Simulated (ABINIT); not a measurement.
# CdSe (Cadmoselite) (P6_3mc) in ABINIT: a series of runs

One crystal, CdSe (Cadmoselite), is run at these levels: TB-mBJ, r2SCAN; tasks: band structure.

All numbers are computed with ABINIT 10.8.3 (patched build); they aren't measurements. Logs are shortened: lines on timing, memory, paths and dates and some standing lists are left out, and cuts for length are marked. The log counts tension as positive stress, the text compression.

**Measured values to compare with.**

A printed reference work, data compilation reports, for a bulk crystal of CdSe at 2 K: band gap 1.841 eV.

The runs below are set against these values where they give the same quantity.

**1. The crystal as given**

Symmetry: P6_3mc, No. 186, hexagonal system. Conventional cell: a = 4.300 Å, b = 4.300 Å, c = 7.020 Å, α = 90.00°, β = 90.00°, γ = 120.00°. Cd (site symmetry 3m) is surrounded by 4 Se at 2.61 to 2.70 Å. Around Se (site symmetry 3m) lie 4 Cd at 2.61 to 2.70 Å.

**2. Band structure, TB-mBJ**

run.abi

```
# Datasets: ground state, then fixed potential
ndtset 2

# Pseudopotentials
pp_dirpath "./"
pseudos "Cd.hgh, Se.hgh"

# Structure
acell 4.3 4.3 7.02 Angstrom
rprim
     1.0000000000     0.0000000000     0.0000000000
    -0.5000000000     0.8660254038     0.0000000000
     0.0000000000     0.0000000000     1.0000000000
ntypat 2
znucl 48 34
natom 4
typat 1 1 2 2
xred
     0.6666666667     0.3333333333     0.5000000000
     0.3333333333     0.6666666667     0.0000000000
     0.6666666667     0.3333333333     0.8850000000
     0.3333333333     0.6666666667     0.3850000000

# Plane-wave basis
ecut 870.764360 eV

# Exchange and correlation
ixc -208012
usekden 1

# Bands and occupations
occopt 3
tsmear 0.05 eV

# SCF cycle
nstep 100
diemix 0.3
optforces 0
optstress 0

# Output
iomode 3
prtwf 0
prteig 0
prtebands 0
enunit 1
prtden1 1
prtkden1 1

# Dataset 1
kptopt1 1
ngkpt1 5 5 3
nshiftk1 1
shiftk1 0.0 0.0 0.0
nband1 12
tolvrs1 1.0e-9

# Dataset 2: bands along G-M-K-G-A-L-H-A
iscf2 -2
getden2 1
getkden2 1
nband2 18
nbdbuf2 4
tolwfr2 1.0e-11
kptopt2 -7
ndivsm2 6
prteig2 1
prtvol2 -3
kptbounds2
     0.0000000000     0.0000000000     0.0000000000
     0.5000000000     0.0000000000     0.0000000000
     0.3333333333     0.3333333333     0.0000000000
     0.0000000000     0.0000000000     0.0000000000
     0.0000000000     0.0000000000     0.5000000000
     0.5000000000     0.0000000000     0.5000000000
     0.3333333333     0.3333333333     0.5000000000
     0.0000000000     0.0000000000     0.5000000000
```

Potentials or basis: HGH LDA.

Run with:

```console
> abinit run.abi > log 2>&1
```

run.abo:

```text
.Version 10.8.3 of ABINIT
 DATASET    1 : space group P6_3 m c (#186); Bravais hP (primitive hexag.)
================================================================================
 Values of the parameters that define the memory need for DATASET  1.
     intxc =       0    ionmov =       0      iscf =       7    lmnmax =       6
     lnmax =       6     mgfft =      72  mpssoang =       3    mqgrid =    3379
     natom =       4  nloc_mem =       1    nspden =       1   nspinor =       1
    nsppol =       1      nsym =      12    n1xccc =       0    ntypat =       2
    occopt =       3   xclevel =       2
       mpw =        6576          nfft =      145800          nkpt =          10
================================================================================
================================================================================

 DATASET    2 : space group P6_3 m c (#186); Bravais hP (primitive hexag.)
================================================================================
 Values of the parameters that define the memory need for DATASET  2.
     intxc =       0    ionmov =       0      iscf =      -2    lmnmax =       6
     lnmax =       6     mgfft =      72  mpssoang =       3    mqgrid =    3379
     natom =       4  nloc_mem =       1    nspden =       1   nspinor =       1
    nsppol =       1      nsym =      12    n1xccc =       0    ntypat =       2
    occopt =       3   xclevel =       2
       mpw =        6590          nfft =      145800          nkpt =          69
================================================================================
================================================================================

--------------------------------------------------------------------------------
------------- Echo of variables that govern the present computation ------------
--------------------------------------------------------------------------------
 -outvars: echo values of preprocessed input variables --------
            acell      8.1258223414E+00  8.1258223414E+00  1.3265877404E+01 Bohr
              amu      1.12411000E+02  7.89600000E+01
           diemix      3.00000000E-01
             ecut      3.20000000E+01 Hartree
           enunit           1
           getden1          0
           getden2          1
          getkden1          0
          getkden2          1
             iscf1          7
             iscf2         -2
              ixc     -208012
           jdtset        1    2
           kptopt1          1
           kptopt2         -7
         kptrlatt        5    0    0      0    5    0      0    0    3
          kptrlen1     3.97976322E+01
          kptrlen2     3.00000000E+01
            natom           4
            nband1         12
            nband2         18
           nbdbuf1          0
           nbdbuf2          4
           ndtset           2
           ndivsm1          0
           ndivsm2          6
            ngfft          45      45      72
             nkpt1         10
             nkpt2         69
            nstep         100
             nsym          12
           ntypat           2
           occopt           3
        optforces           0
        optstress           0
        prtebands           0
           prteig1          0
           prteig2          1
          prtkden           1
           prtvol1          0
           prtvol2         -3
            prtwf           0
            rprim      1.0000000000E+00  0.0000000000E+00  0.0000000000E+00
                      -5.0000000000E-01  8.6602540380E-01  0.0000000000E+00
                       0.0000000000E+00  0.0000000000E+00  1.0000000000E+00
           shiftk1     0.00000000E+00  0.00000000E+00  0.00000000E+00
           shiftk2     5.00000000E-01  5.00000000E-01  5.00000000E-01
          spgroup         186
           tolvrs1     1.00000000E-09
           tolvrs2     0.00000000E+00
           tolwfr1     0.00000000E+00
           tolwfr2     1.00000000E-11
           tsmear      1.83746611E-03 Hartree
            typat      1  1  2  2
          usekden           1
           xangst      2.1500000000E+00  1.2413030788E+00  3.5100000000E+00
                       8.4494064756E-17  2.4826061576E+00  0.0000000000E+00
                       2.1500000000E+00  1.2413030788E+00  6.2127000000E+00
                       8.4494064756E-17  2.4826061576E+00  2.7027000000E+00
            xcart      4.0629111707E+00  2.3457228581E+00  6.6329387019E+00
                       1.5967064165E-16  4.6914457163E+00  0.0000000000E+00
                       4.0629111707E+00  2.3457228581E+00  1.1740301502E+01
[... 208 lines left out ...]
  3.27E-09  1.64E-08
 -4.1849E-01 -3.9513E-01 -1.0925E-01 -4.3074E-03 -4.3074E-03  1.7539E-02
  1.7539E-02  2.2382E-02  1.1133E-01  1.5517E-01  2.7820E-01  2.7820E-01
  2.8814E-01  3.1820E-01  3.1820E-01  3.6148E-01  3.9176E-01  3.9176E-01
 Non-SCF case, kpt    2 (  0.04545  0.00000  0.00000), residuals and eigenvalues=
  3.03E-12  6.42E-12  2.94E-12  4.78E-12  2.48E-12  2.50E-12  8.06E-12  6.34E-12
  2.81E-12  2.31E-12  5.21E-12  4.03E-12  9.45E-12  7.69E-12  5.05E-12  9.65E-10
  6.85E-09  1.48E-08
 -4.1813E-01 -3.9491E-01 -1.0881E-01 -7.3535E-03 -5.1369E-03  1.3300E-02
  1.7048E-02  2.1978E-02  1.1550E-01  1.5855E-01  2.7584E-01  2.7967E-01
  2.8954E-01  3.1660E-01  3.2014E-01  3.5903E-01  3.8613E-01  3.9012E-01
[... 455 lines left out ...]
 Non-SCF case, kpt   68 (  0.02564  0.02564  0.50000), residuals and eigenvalues=
  2.21E-12  6.82E-12  2.72E-12  5.63E-12  1.53E-12  6.66E-12  1.51E-12  2.56E-12
  4.24E-12  6.55E-12  4.07E-12  9.39E-12  4.56E-12  8.47E-12  3.14E-12  3.79E-12
  4.03E-05  5.01E-05
 -4.0764E-01 -4.0764E-01 -5.7445E-02 -5.7445E-02  3.9857E-03  3.9857E-03
  5.5091E-03  5.5091E-03  1.6610E-01  1.6610E-01  2.7715E-01  2.7715E-01
  2.9297E-01  2.9297E-01  2.9584E-01  2.9584E-01  4.4988E-01  4.5063E-01
 Non-SCF case, kpt   69 (  0.00000  0.00000  0.50000), residuals and eigenvalues=
  5.54E-12  7.95E-12  9.16E-13  5.13E-12  1.90E-12  1.84E-12  3.77E-12  6.14E-12
  3.24E-12  2.18E-12  6.19E-12  2.48E-12  4.41E-12  3.93E-12  5.94E-12  4.30E-12
  8.74E-06  3.40E-04
 -4.0792E-01 -4.0792E-01 -5.7130E-02 -5.7130E-02  6.1699E-03  6.1699E-03
  6.1699E-03  6.1699E-03  1.6313E-01  1.6313E-01  2.8347E-01  2.8347E-01
  2.9131E-01  2.9131E-01  2.9131E-01  2.9131E-01  4.5406E-01  4.5501E-01

Result for kinetic energy density :

--------------------------------------------------------------------------------
 Total kinetic energy density [Ha/Bohr^3]
)     Maximum=    1.7098E-01  at reduced coord.    0.6667    0.3333    0.8333
)     Minimum=    1.9369E-04  at reduced coord.    0.3333    0.6667    0.0000
   Integrated=    7.6021E+00
--------------------------------------------------------------------------------

--- !ResultsGS
iteration_state: {dtset: 2, }
comment   : Summary of ground state results
lattice_vectors:
- [  8.1258223,   0.0000000,   0.0000000, ]
- [ -4.0629112,   7.0371686,   0.0000000, ]
- [  0.0000000,   0.0000000,  13.2658774, ]
lattice_lengths: [   8.12582,    8.12582,   13.26588, ]
lattice_angles: [ 90.000,  90.000, 120.000, ] # degrees, (23, 13, 12)
lattice_volume:   7.5857977E+02
convergence: {deltae:  0.000E+00, res2:  0.000E+00, residm:  9.971E-12, diffor:  0.000E+00, }
etotal    :  -1.68375173E+01
entropy   :   0.00000000E+00
fermie    :   6.70662885E-02
cartesian_stress_tensor: null
pressure_GPa: null
xred      :
- [  6.6667E-01,   3.3333E-01,   5.0000E-01, Cd]
- [  3.3333E-01,   6.6667E-01,   0.0000E+00, Cd]
- [  6.6667E-01,   3.3333E-01,   8.8500E-01, Se]
- [  3.3333E-01,   6.6667E-01,   3.8500E-01, Se]
cartesian_forces: null
force_length_stats: {min: null, max: null, mean: null, }
...

 Integrated electronic density in atomic spheres:
 ------------------------------------------------
 Atom  Sphere_radius  Integrated_density
    1        2.00000          0.30236888
    2        2.00000          0.30236888
    3        2.00000          3.33140516
    4        2.00000          3.33140516
================================================================================

 ----iterations are completed or convergence reached----

 Mean square residual over all n,k,spin=   43.135E-13; max=  99.713E-13
 reduced coordinates (array xred) for    4 atoms
       0.666666666667      0.333333333333      0.500000000000
       0.333333333333      0.666666666667      0.000000000000
       0.666666666667      0.333333333333      0.885000000000
       0.333333333333      0.666666666667      0.385000000000

 cartesian coordinates (angstrom) at end:
    1      2.15000000000000     1.24130307878000     3.51000000000000
    2      0.00000000000000     2.48260615756000     0.00000000000000
    3      2.15000000000000     1.24130307878000     6.21270000000000
    4      0.00000000000000     2.48260615756000     2.70270000000000
 length scales=  8.125822341403  8.125822341403 13.265877403873 bohr
              =  4.300000000000  4.300000000000  7.020000000000 angstroms
 Eigenvalues (   eV  ) for nkpt=  69  k points:
 kpt#   1, nband= 18, wtk=  1.00000, kpt=  0.0000  0.0000  0.0000 (reduced coord)
 -11.38761  -10.75196   -2.97289   -0.11721   -0.11721    0.47726    0.47726    0.60905
   3.02955    4.22249    7.57012    7.57012    7.84075    8.65865    8.65865    9.83646
  10.66044   10.66044
 kpt#   2, nband= 18, wtk=  1.00000, kpt=  0.0455  0.0000  0.0000 (reduced coord)
 -11.37792  -10.74612   -2.96075   -0.20010   -0.13978    0.36191    0.46389    0.59806
   3.14299    4.31443    7.50601    7.61009    7.87867    8.61520    8.71142    9.76962
  10.50703   10.61584
 kpt#   3, nband= 18, wtk=  1.00000, kpt=  0.0909  0.0000  0.0000 (reduced coord)
 -11.34929  -10.72925   -2.92528   -0.42480   -0.20401    0.07073    0.42463    0.56348
   3.42842    4.55969    7.35641    7.72387    7.96634    8.51360    8.86645    9.57426
  10.22053   10.51311
 kpt#   4, nband= 18, wtk=  1.00000, kpt=  0.1364  0.0000  0.0000 (reduced coord)
 -11.30283  -10.70286   -2.86968   -0.73803   -0.30684   -0.30071    0.36253    0.50499
   3.79203    4.88210    7.19662    7.89181    8.01535    8.47243    9.11426    9.28682
   9.97529   10.41670
 kpt#   5, nband= 18, wtk=  1.00000, kpt=  0.1818  0.0000  0.0000 (reduced coord)
[... 245 lines left out ...]
   5.03353    5.03353    7.02709    7.02709    8.18400    8.18400    8.37937    8.37937
  11.92764   11.95640
 kpt#  67, nband= 18, wtk=  1.00000, kpt=  0.0513  0.0513  0.5000 (reduced coord)
 -11.06969  -11.06969   -1.59405   -1.59405   -0.04423   -0.04423    0.09622    0.09622
   4.73723    4.73723    7.27999    7.27999    8.09524    8.09524    8.18813    8.18813
  12.04249   12.08085
 kpt#  68, nband= 18, wtk=  1.00000, kpt=  0.0256  0.0256  0.5000 (reduced coord)
 -11.09241  -11.09241   -1.56315   -1.56315    0.10846    0.10846    0.14991    0.14991
   4.51977    4.51977    7.54173    7.54173    7.97209    7.97209    8.05029    8.05029
  12.24179   12.26230
 kpt#  69, nband= 18, wtk=  1.00000, kpt=  0.0000  0.0000  0.5000 (reduced coord)
 -11.10015  -11.10015   -1.55459   -1.55459    0.16789    0.16789    0.16789    0.16789
   4.43900    4.43900    7.71348    7.71348    7.92692    7.92692    7.92692    7.92692
  12.35560   12.38140

== END DATASET(S) ==============================================================
================================================================================

 -outvars: echo values of variables after computation  --------
            acell      8.1258223414E+00  8.1258223414E+00  1.3265877404E+01 Bohr
           etotal1    -1.6837517294E+01
            fcart1     9.9999999999E+99  9.9999999999E+99  9.9999999999E+99
                       9.9999999999E+99  9.9999999999E+99  9.9999999999E+99
                       9.9999999999E+99  9.9999999999E+99  9.9999999999E+99
                       9.9999999999E+99  9.9999999999E+99  9.9999999999E+99
            rprim      1.0000000000E+00  0.0000000000E+00  0.0000000000E+00
                      -5.0000000000E-01  8.6602540380E-01  0.0000000000E+00
                       0.0000000000E+00  0.0000000000E+00  1.0000000000E+00
           strten1     9.9999999999E+99  9.9999999999E+99  9.9999999999E+99
                       9.9999999999E+99  9.9999999999E+99  9.9999999999E+99
           xangst      2.1500000000E+00  1.2413030788E+00  3.5100000000E+00
                       8.4494064756E-17  2.4826061576E+00  0.0000000000E+00
                       2.1500000000E+00  1.2413030788E+00  6.2127000000E+00
                       8.4494064756E-17  2.4826061576E+00  2.7027000000E+00
             xred      6.6666666667E-01  3.3333333333E-01  5.0000000000E-01
                       3.3333333333E-01  6.6666666667E-01  0.0000000000E+00
                       6.6666666667E-01  3.3333333333E-01  8.8500000000E-01
                       3.3333333333E-01  6.6666666667E-01  3.8500000000E-01
 Calculation completed.
```

It took 7.2 min on 1 thread of Arm Neoverse V2, shared host; peak memory 0.23 GiB.

Results:

```
Band gap on the k mesh                                : 2.42 eV, direct
Band gap along the path                               : 2.42 eV, direct
Valence electrons inside the program's atomic spheres : Cd 0.30; Se 3.33
```

Levels at the corners of the path, in eV from the valence-band top:
```tsv
point	band 5	band 6	band 7	band 8	band 9	band 10	band 11	band 12
Γ	-0.73	-0.13	-0.13	0.00	2.42	3.61	6.96	6.96
M	-2.15	-1.61	-1.02	-0.77	4.58	4.66	5.94	7.56
K	-2.63	-1.60	-1.51	-1.51	5.62	6.19	6.19	8.07
Γ	-0.73	-0.13	-0.13	0.00	2.42	3.61	6.96	6.96
A	-0.44	-0.44	-0.44	-0.44	3.83	3.83	7.10	7.10
L	-1.22	-1.22	-1.08	-1.08	4.35	4.35	5.94	5.94
H	-2.16	-2.16	-0.88	-0.88	5.11	5.11	7.10	7.10
A	-0.44	-0.44	-0.44	-0.44	3.83	3.83	7.10	7.10
```

Caveat: the constant c of TB-mBJ comes from the pseudo density here, which moves gaps by up to 0.3 eV between sets of potentials; the potentials were made for another functional, which shifts forces and pressure; HGH potentials are hard and often keep d shells in the core, so these values are rough.

**3. Band structure, r2SCAN**

Changes to run.abi since step 2:

```diff
@@ -5,3 +5,3 @@
 pp_dirpath "./"
-pseudos "Cd.hgh, Se.hgh"
+pseudos "Cd.GGA_PBE-JTH.xml, Se.GGA_PBE-JTH.xml"
 
@@ -24,7 +24,9 @@
 # Plane-wave basis
-ecut 870.764360 eV
+ecut 26.0
+pawecutdg 48.0
 
 # Exchange and correlation
-ixc -208012
+ixc -497498
 usekden 1
+pawxcdev 0
 
@@ -32,3 +34,3 @@
 occopt 3
-tsmear 0.05 eV
+tsmear 0.00183747
 
@@ -36,5 +38,2 @@
 nstep 100
-diemix 0.3
-optforces 0
-optstress 0
 
@@ -51,7 +50,7 @@
 kptopt1 1
-ngkpt1 5 5 3
+ngkpt1 7 7 4
 nshiftk1 1
 shiftk1 0.0 0.0 0.0
-nband1 12
-tolvrs1 1.0e-9
+nband1 22
+tolvrs1 1.0e-7
 
@@ -61,3 +60,3 @@
 getkden2 1
-nband2 18
+nband2 28
 nbdbuf2 4
@@ -65,5 +64,4 @@
 kptopt2 -7
-ndivsm2 6
+ndivsm2 8
 prteig2 1
-prtvol2 -3
 kptbounds2
```

Potentials or basis: JTH PAW PBE v2.0.

Run with:

```console
> abinit run.abi > log 2>&1
```

It took 46 min on 1 thread of Arm Neoverse V2, shared host; peak memory 0.39 GiB.

The run converged. Its results:

| Property | Result |
| --- | --- |
| Free energy | -1540.2768 eV |
| Pressure | 1.4 GPa |
| Largest force | 0.282 eV/Å |
| Band gap on the k mesh | 1.17 eV, direct |
| Band gap along the path | 1.17 eV, direct |
| Valence electrons inside the program's atomic spheres | Cd 10.43; Se 4.00 |

Forces in eV/Å, atoms in the order of the input:
```
Cd   0.000  0.000  0.282
Cd   0.000  0.000  0.282
Se   0.000  0.000 -0.282
Se   0.000  0.000 -0.282
```

Stress tensor (GPa, compression positive):
```
2.09 0.00 0.00
0.00 2.09 0.00
0.00 0.00 0.00
```

Levels at the corners of the path, in eV from the valence-band top:
| point | band 15 | band 16 | band 17 | band 18 | band 19 | band 20 | band 21 | band 22 |
| --- | --- | --- | --- | --- | --- | --- | --- | --- |
| Γ | -0.73 | -0.02 | 0.00 | 0.00 | 1.17 | 2.57 | 6.39 | 6.39 |
| M | -2.60 | -1.89 | -1.26 | -0.85 | 3.67 | 3.68 | 5.12 | 6.63 |
| K | -3.13 | -1.82 | -1.82 | -1.82 | 4.65 | 5.26 | 5.26 | 7.41 |
| Γ | -0.73 | -0.02 | 0.00 | 0.00 | 1.17 | 2.57 | 6.39 | 6.39 |
| A | -0.38 | -0.38 | -0.38 | -0.38 | 2.78 | 2.78 | 6.27 | 6.27 |
| L | -1.41 | -1.41 | -1.31 | -1.31 | 3.38 | 3.38 | 5.21 | 5.21 |
| H | -2.54 | -2.54 | -1.08 | -1.08 | 4.26 | 4.26 | 6.22 | 6.22 |
| A | -0.38 | -0.38 | -0.38 | -0.38 | 2.78 | 2.78 | 6.27 | 6.27 |

Caveat: totals of a meta-GGA on PAW files have another zero than those of a GGA; the PAW data sets were made with another functional, which shifts forces and pressure a little.

**4. How close it comes**

Step 3. Measured gap of CdSe: 1.841 eV (2 K; a printed reference work, data compilation). This calculation gives 1.17 eV (-0.67 eV). Spin-orbit coupling on Cd, Se is left out. The value is that of r2SCAN, without temperature or zero-point motion.
